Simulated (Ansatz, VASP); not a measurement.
**KF (Carobbiite): VASP beside Ansatz**

```
CELL_PARAMETERS angstrom
0.00000 2.67185 2.67185
2.67185 0.00000 2.67185
2.67185 2.67185 0.00000
ATOMIC_POSITIONS crystal
K 0.00000 0.00000 0.00000
F 0.50000 0.50000 0.50000
```

Alike in both runs: task relaxation of cell and atoms; functional PBEsol; k mesh 8 × 8 × 8; occupations gaussian, width 0.02 eV; no spin polarisation.

|  | VASP | Ansatz |
| --- | --- | --- |
| version | VASP 6.6.1 | Ansatz 0.2.0 |
| potentials or method | VASP PAW PBE potentials, release 64 (K_sv, F) | scalar-relativistic, plane waves, PAW |
| plane-wave cutoff (eV) | 600 | 420 |
| valence electrons in the cell | 16 | 16 |

VASP gave:

| Quantity | Value |
| --- | --- |
| gap on the k mesh at the Fermi level, each at its own relaxed structure (eV) | 6.13 |
| relaxed volume (Å³/atom) | 18.69 |
| relaxed cell length with the largest relative difference (Å) | 3.753 |

**Question.** Estimate Ansatz's values.

**Answer.** gap on the k mesh at the Fermi level, each at its own relaxed structure (eV): 6.15; relaxed volume (Å³/atom): 18.70; relaxed cell length with the largest relative difference (Å): 3.754.

Caveats: the PAW data sets were made with another functional, which shifts forces and pressure a little (VASP). Expect the measured gap to be larger: semilocal functionals such as PBEsol lack the derivative discontinuity. A k mesh can miss the band edges.
